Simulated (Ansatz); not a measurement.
# Te2Mo (Pm) in Ansatz: a series of runs

The runs below take Te2Mo through relaxation of cell and atoms, with PBEsol+D4, revPBE+D4.

Everything below comes from runs of Ansatz 0.2.0. Logs are shortened: lines on timing, memory, paths and dates and some standing lists are left out, and cuts for length are marked.

## 1. The structure

Symmetry: Pm, No. 6, monoclinic system. Conventional cell: a = 6.346 Å, b = 3.494 Å, c = 14.866 Å, α = 90.00°, β = 92.12°, γ = 90.00°. Around Te (site symmetry m) lie 3 Mo at 2.82 to 2.84 Å. Te (site symmetry m) is surrounded by 3 Mo at 2.82 to 2.84 Å. Te (site symmetry m) has 3 Mo at 2.70 to 2.71 Å as nearest neighbours. Around Te (site symmetry m) lie 3 Mo at 2.70 to 2.71 Å. Te (site symmetry m) is surrounded by 3 Mo at 2.70 to 2.71 Å. Around Te (site symmetry m) lie 3 Mo at 2.70 to 2.71 Å. Te (site symmetry m) has 3 Mo at 2.82 to 2.84 Å as nearest neighbours. Te (site symmetry m) is surrounded by 3 Mo at 2.82 to 2.84 Å.

The cell is a database's computed one.

## 2. Relaxation of cell and atoms, PBEsol+D4

Input file input.yaml:

```yaml
crystal:
  lattice:
    - [6.3464495577, 0.0, 0.0]
    - [0.0, 3.49421554, 0.0]
    - [-0.5490254083, 0.0, 14.8561586148]
  atoms:
    - { symbol: Te, position: [0.06308657, 0.5, 0.40139181] }
    - { symbol: Te, position: [0.93626097, 0.0, 0.59892358] }
    - { symbol: Te, position: [0.56720469, 0.0, 0.36206281] }
    - { symbol: Te, position: [0.43253951, 0.5, 0.63827401] }
    - { symbol: Te, position: [0.09104745, 0.0, 0.13792275] }
    - { symbol: Te, position: [0.90945389, 0.5, 0.86175202] }
    - { symbol: Te, position: [0.58109276, 0.5, 0.09854983] }
    - { symbol: Te, position: [0.41934698, 0.0, 0.90115399] }
    - { symbol: Mo, position: [0.31968622, 0.0, 0.50682682] }
    - { symbol: Mo, position: [0.6797845, 0.5, 0.49352002] }
    - { symbol: Mo, position: [0.1814915, 0.5, 0.00653163] }
    - { symbol: Mo, position: [0.81900395, 0.0, 0.99308972] }
hamiltonian:
  xc: pbesol
  pseudopotentials: { kind: paw }
  dispersion: d4
kpoints:
  mp_grid: { grid: [4, 8, 2] }
scf:
  occupations: { method: fermi_dirac, width: 0.05 }
output:
  forces: true
  stress: true
  eigenvalues: true
relax:
  f_tol: 0.01
  max_steps: 40
  cell: { stress_tol: 0.05 }
```

Potentials or basis: Ansatz PAW.

Run with:

```console
$ ansatz run input.yaml --threads 4 --pin off --max-ram 11264MiB --backend cpu --events-out ev --progress --plain --runs-dir out
```

Standard output:

```text
Warning: RAYON_NUM_THREADS=4 ignored (pool sized by the plan → 4); use --threads N
Engine: ansatz 0.2.0, aarch64-unknown-linux-gnu
Pseudopotentials: kind: paw
Pseudopotential: Te, paw, valence charge 16, recommended cutoff 420 eV (normal), Te.paw.azcp
Pseudopotential: Mo, paw, valence charge 14, recommended cutoff 420 eV (normal), Mo.paw.azcp
Functional definition: PBEsol
  exchange = pbesol_x
  correlation = pbesol_c
Crystal: 12 atoms, lattice volume = 329.448 Å³
Basis set: ecut = 420 eV, 6429 PW (Γ), exchange–correlation on 90×48×200 points (8 copies of the dense FFT grid, shifted against one another)
Bands: 111, of which v1, the nominal top of the filled ones, is band 92 counted from 1 (91 counted from 0)
Symmetry: 2 space group operations
Space group: Pm (ITA 6), of the structure as read, at distance tolerance 6.9e-5 Å
[... 185 lines left out ...]
  k-point 1: bands = ["-47.2756", "-47.2550", "-47.2096", "-47.1895", "-23.3771", "-23.3686", "-23.3651", "-23.3639", "-23.3425", "-23.3362", "-23.3340", "-23.3331", "-23.3326", "-23.3301", "-23.3282", "-23.3276", "-23.3230", "-23.3146", "-23.3130", "-23.3115", "-23.3109", "-23.3077", "-23.3008", "-23.2961", "-23.2960", "-23.2923", "-23.2868", "-23.2825", "-23.2796", "-23.2790", "-23.2752", "-23.2723", "-23.2697", "-23.2684", "-23.2659", "-23.2568", "-23.2490", "-23.2444", "-23.2441", "-23.2324", "-23.2180", "-23.2085", "-23.2008", "-23.1957", "-21.5796", "-21.5600", "-21.4619", "-21.4603", "-21.4421", "-21.4379", "-21.3031", "-21.2847", "-21.2795", "-21.2636", "-21.1350", "-21.1131", "0.2067", "0.2416", "1.5174", "1.5466", "2.0267", "2.0283", "2.6286", "2.6394", "7.5089", "7.5859", "7.9601", "8.0220", "8.4814", "8.7025", "9.2906", "9.6960", "10.4597", "10.7093", "11.0203", "11.0285", "11.0590", "11.0756", "11.3151", "11.3641", "11.7097", "11.8901", "12.1746", "12.2802", "12.7677", "12.8752", "12.9441", "13.0158", "13.5961", "13.6171", "13.9269", "14.0655", "14.1330", "14.2385", "14.5677", "14.6361", "15.1581", "15.4731", "15.7050", "15.7536", "15.7895", "15.7938", "16.9403", "16.9540", "17.0428", "17.0617", "17.0962", "17.1117", "18.4889", "18.6710", "18.8319"]
  k-point 2: bands = ["-47.2721", "-47.2515", "-47.2112", "-47.1910", "-23.3749", "-23.3676", "-23.3641", "-23.3630", "-23.3401", "-23.3368", "-23.3325", "-23.3314", "-23.3305", "-23.3300", "-23.3285", "-23.3272", "-23.3203", "-23.3169", "-23.3165", "-23.3147", "-23.3078", "-23.3068", "-23.3015", "-23.2967", "-23.2951", "-23.2948", "-23.2843", "-23.2843", "-23.2794", "-23.2781", "-23.2753", "-23.2745", "-23.2690", "-23.2679", "-23.2654", "-23.2568", "-23.2488", "-23.2453", "-23.2438", "-23.2343", "-23.2176", "-23.2084", "-23.2006", "-23.1954", "-21.5746", "-21.5548", "-21.4850", "-21.4629", "-21.4509", "-21.4307", "-21.3201", "-21.2986", "-21.2785", "-21.2555", "-21.1351", "-21.1133", "0.2267", "0.7716", "1.1130", "1.9818", "2.1144", "2.3805", "2.4468", "2.8128", "7.5434", "7.6419", "8.0527", "8.2936", "8.9251", "9.1922", "9.3445", "9.3789", "9.8124", "10.4940", "10.6201", "10.7723", "10.9054", "11.1464", "11.2843", "11.4540", "11.7162", "11.7194", "11.7798", "12.2621", "12.4040", "12.5390", "12.6382", "12.6865", "13.1055", "13.3869", "13.4167", "13.6512", "13.6978", "14.3088", "14.7747", "14.8569", "14.9437", "15.4747", "15.4863", "15.6852", "15.7773", "15.8719", "16.0893", "16.3560", "16.4433", "16.9358", "17.0932", "17.1112", "18.5259", "18.6006", "19.6505"]
  k-point 29: bands = ["-47.2361", "-47.2361", "-47.2157", "-47.2157", "-23.3822", "-23.3822", "-23.3453", "-23.3453", "-23.3450", "-23.3450", "-23.3416", "-23.3416", "-23.3258", "-23.3258", "-23.3206", "-23.3206", "-23.3109", "-23.3109", "-23.3090", "-23.3090", "-23.3064", "-23.3064", "-23.3030", "-23.3030", "-23.2957", "-23.2957", "-23.2870", "-23.2870", "-23.2810", "-23.2810", "-23.2711", "-23.2710", "-23.2598", "-23.2598", "-23.2556", "-23.2556", "-23.2462", "-23.2462", "-23.2452", "-23.2452", "-23.2115", "-23.2115", "-23.1968", "-23.1968", "-21.6080", "-21.6080", "-21.5861", "-21.5861", "-21.3745", "-21.3745", "-21.3548", "-21.3548", "-21.1969", "-21.1969", "-21.1743", "-21.1743", "2.4080", "2.4080", "2.5398", "2.5398", "2.7542", "2.7542", "2.8607", "2.8607", "7.3880", "7.3880", "7.4893", "7.4893", "8.3817", "8.3817", "8.5556", "8.5557", "9.8373", "9.8373", "10.0707", "10.0707", "10.7926", "10.7926", "10.9167", "10.9167", "11.2994", "11.2995", "11.3203", "11.3203", "11.6518", "11.6518", "11.7790", "11.7790", "12.5415", "12.5415", "12.6469", "12.6469", "14.7269", "14.7269", "14.7443", "14.7443", "15.3299", "15.3300", "15.4696", "15.4696", "15.7774", "15.7774", "15.9866", "15.9867", "16.9506", "16.9507", "17.1867", "17.1868", "18.2241", "18.2241", "18.4430"]
--- Relaxed structure (9 steps of the walk, 9 accepted, 1 SCFs on fresh bases) ---
  F+E_penalty+E_count = -74809.22404792 eV   max|allowed force component| = 7.731e-3 eV/Å   (the final SCF, on the basis selected at the relaxed cell)
  cell:  # Å, volume = 282.6851 Å³
    - [6.298210850681501, 1.5297186821686387e-17, -0.06889240486996358]
    - [8.422294611286736e-18, 3.4395898847870465, 9.428498123802512e-17]
    - [-0.7061198922665315, 3.995427776409462e-16, 13.056777910297663]
  atoms:
    - { symbol: Te, position: [0.05503789092147926, 0.5000000000000001, 0.3925949013820724] }
    - { symbol: Te, position: [0.9449780366496786, -8.007678771626207e-18, 0.6074058009465644] }
    - { symbol: Te, position: [0.5590187578881683, 1.7330129875271345e-17, 0.3437056811956364] }
    - { symbol: Te, position: [0.4409964399182784, 0.5, 0.6562927267132493] }
    - { symbol: Te, position: [0.09438051371174039, -1.7904710130544084e-17, 0.15688850919723407] }
    - { symbol: Te, position: [0.9056033484032795, 0.5, 0.8431127042201761] }
    - { symbol: Te, position: [0.5863871490757568, 0.5, 0.10694408316972202] }
    - { symbol: Te, position: [0.41359570661569667, 7.645821929141692e-18, 0.8930550698546432] }
    - { symbol: Mo, position: [0.3194047622724019, 5.743092944387787e-19, 0.5062184766253437] }
    - { symbol: Mo, position: [0.6806121702841255, 0.5, 0.49377997705916055] }
    - { symbol: Mo, position: [0.18240019801752602, 0.5, 0.007735336704016113] }
    - { symbol: Mo, position: [0.8175840162418679, 7.778981318014292e-19, 0.9922657229321805] }
```

Run time: 6 min. Hardware: 4 threads of Arm Neoverse V1, shared host; peak memory 1.7 GiB.

Results:

* Free energy: -74809.2240 eV
* Relaxed volume: 23.56 Å³/atom
* Relaxed cell: a = 6.299 Å, b = 3.440 Å, c = 13.076 Å, α = 90.00°, β = 93.72°, γ = 90.00°
* Space group after relaxing (to 0.05 Å): P2_1/m (No. 11)
* Energy gained by relaxing: 55.7 meV/atom
* Ionic steps: 10
* Pressure after relaxing: 0.0 GPa
* Largest force after relaxing: 0.009 eV/Å
* Band gap on the k mesh: none (metal or under the smearing width)

Forces on the atoms (eV/Å):
```
Te  -0.007  0.000  0.005
Te   0.007  0.000 -0.006
Te  -0.003  0.000  0.000
Te   0.003  0.000  0.000
Te  -0.003  0.000  0.000
Te   0.003  0.000  0.000
Te  -0.008  0.000 -0.001
Te   0.008  0.000  0.001
Mo  -0.002  0.000  0.005
Mo   0.002  0.000 -0.005
Mo   0.004  0.000  0.006
Mo  -0.004  0.000 -0.006
```

Step by step:
```
step  energy change (eV)  largest force (eV/Å)  volume (Å³)
   1              0.0000                0.2412       329.45
   2             -0.1161                0.8405       293.26
   3             -0.4939                0.2920       286.67
   4             -0.6431                0.4805       284.34
   5             -0.6572                0.1743       283.27
   6             -0.6638                0.1014       284.48
   7             -0.6724                0.0830       283.31
   8             -0.6737                0.0487       282.66
   9             -0.6748                0.0088       282.69
  10             -0.6682                0.0087       282.69
```

Final structure:
```
CELL_PARAMETERS angstrom
6.29821 0.00000 -0.06889
0.00000 3.43959 0.00000
-0.70612 0.00000 13.05678
ATOMIC_POSITIONS crystal
Te 0.05504 0.50000 0.39259
Te 0.94498 0.00000 0.60741
Te 0.55902 0.00000 0.34371
Te 0.44100 0.50000 0.65629
Te 0.09438 0.00000 0.15689
Te 0.90560 0.50000 0.84311
Te 0.58639 0.50000 0.10694
Te 0.41360 0.00000 0.89306
Mo 0.31940 0.00000 0.50622
Mo 0.68061 0.50000 0.49378
Mo 0.18240 0.50000 0.00774
Mo 0.81758 0.00000 0.99227
```

Caveat: the plane-wave basis is chosen anew once the cell has moved, so the energies of steps on either side of that aren't comparable; the PAW data sets come from PBE, with cores solved anew for the run's functional, which leaves a small shift of forces and pressure.

## 3. Relaxation of cell and atoms, revPBE+D4

Changes to input.yaml since step 2:

```diff
@@ -19,3 +19,3 @@
 hamiltonian:
-  xc: pbesol
+  xc: revpbe
   pseudopotentials: { kind: paw }
```

Potentials or basis: Ansatz PAW.

Run with:

```console
$ ansatz run input.yaml --threads 4 --pin off --max-ram 11264MiB --backend cpu --events-out ev --progress --plain --runs-dir out
```

Wall time 6.7 min (4 threads of Arm Neoverse V1, shared host); peak memory 1.5 GiB.

Results (log left out):

```yaml
Free_energy: -75747.6172 eV
Relaxed_volume: 23.91 Å³/atom
Relaxed_cell: a = 6.322 Å, b = 3.468 Å, c = 13.121 Å, α = 90.00°, β = 94.02°, γ = 90.00°
Space_group_after_relaxing_to_0.05_Å: P2_1/m (No. 11)
Energy_gained_by_relaxing: 48.9 meV/atom
Ionic_steps: 10
Pressure_after_relaxing: 0.0 GPa
Largest_force_after_relaxing: 0.006 eV/Å
Band_gap_on_the_k_mesh: none (metal or under the smearing width)
```

Forces in eV/Å, atoms in the order of the input:
```
Te   0.000  0.000  0.003
Te   0.000  0.000 -0.003
Te   0.002  0.000  0.000
Te  -0.002  0.000 -0.001
Te   0.004  0.000 -0.002
Te  -0.004  0.000  0.002
Te   0.000  0.000  0.000
Te   0.000  0.000  0.001
Mo   0.003  0.000 -0.004
Mo  -0.003  0.000  0.005
Mo  -0.004  0.000 -0.004
Mo   0.004  0.000  0.004
```

The path:
```csv
step,energy change (eV),largest force (eV/Å),volume (Å³)
1,0.0000,0.2400,329.45
2,-0.0978,0.1311,289.39
3,-0.4752,0.2471,292.55
4,-0.5608,0.1460,292.41
5,-0.5870,0.0669,285.96
6,-0.5913,0.0645,287.28
7,-0.5922,0.0335,287.26
8,-0.5930,0.0054,287.07
9,-0.5931,0.0057,286.93
10,-0.5866,0.0057,286.93
```

Final structure:
```
Te Mo
1.0
     6.32146    0.00000   -0.08448
     0.00000    3.46769    0.00000
    -0.74463    0.00000   13.09941
Te Mo
8 4
Direct
  0.05386 0.50000 0.39168
  0.94610 0.00000 0.60832
  0.55817 0.00000 0.34328
  0.44182 0.50000 0.65673
  0.09573 0.00000 0.15735
  0.90429 0.50000 0.84264
  0.58814 0.50000 0.10783
  0.41189 0.00000 0.89217
  0.31939 0.00000 0.50624
  0.68058 0.50000 0.49377
  0.18286 0.50000 0.00798
  0.81717 0.00000 0.99202
```

Levels at points of the mesh, in eV from the Fermi level:
```
              k point  band 89  band 90  band 91  band 92  band 93  band 94  band 95  band 96
   (0.00, 0.00, 0.00)    -0.35    -0.31     0.06     0.37     0.47     0.68     0.71     0.89
  (0.00, 0.00, -0.50)    -0.19    -0.17     0.15     0.29     0.39     0.50     0.77     0.85
  (0.00, -0.50, 0.00)    -1.67    -1.67    -1.43    -1.43     0.89     0.89     1.11     1.11
 (0.00, -0.50, -0.50)    -1.65    -1.65    -1.51    -1.51     0.83     0.83     1.12     1.12
  (-0.50, 0.00, 0.00)    -1.00    -0.97    -0.49    -0.43    -0.14    -0.10     0.72     0.73
 (-0.50, 0.00, -0.50)    -1.01    -0.98    -0.62    -0.27    -0.04    -0.01     0.63     0.78
 (-0.50, -0.50, 0.00)    -1.20    -1.20    -1.09    -1.09     0.91     0.91     1.02     1.02
(-0.50, -0.50, -0.50)    -1.20    -1.20    -1.09    -1.09     0.95     0.95     0.96     0.96
```

Caveat: the plane-wave basis is chosen anew once the cell has moved, so the energies of steps on either side of that aren't comparable; the PAW data sets come from PBE, with cores solved anew for the run's functional, which leaves a small shift of forces and pressure. Spin-orbit coupling is left out, which matters for the levels of Te.
